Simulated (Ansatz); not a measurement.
Runs of Ansatz 0.2.0 on WS2. The cell holds a slab with vacuum, 3 atoms: a = 3.184 Å, b = 3.184 Å, c = 16.951 Å, α = 90.00°, β = 90.00°, γ = 120.00°. 

```csv
level,cutoff (eV),gap on the mesh (eV),relaxed volume (Å³/atom),largest force (eV/Å)
LDA,420,2.27,47.81,-
PBEsol,420,2.24,48.43,-
PBE,420,2.03,(a),-
revPBE,420,1.94,50.30,0.01
BLYP,420,(b),52.03,-
RPBE,420,1.93,50.43,0.01
r2SCAN,500,2.10,49.52,-
```

Alike in all rows: task relaxation of cell and atoms; potentials or basis Ansatz PAW; no spin polarisation; cell relaxed; k mesh 10 × 10 × 2; smearing fermi-dirac 0.05 eV.

Fill in the values left out.

(a) 49.75; (b) 1.63.

Caveats: the plane-wave basis is chosen anew once the cell has moved, so the energies of steps on either side of that aren't comparable; spin-orbit coupling is left out, which moves the levels of the heavy elements; the PAW data sets come from PBE, with cores solved anew for the run's functional, which leaves a small shift of forces and pressure (some runs).

A k mesh can miss the band edges, and the runs leave out spin-orbit coupling on W.
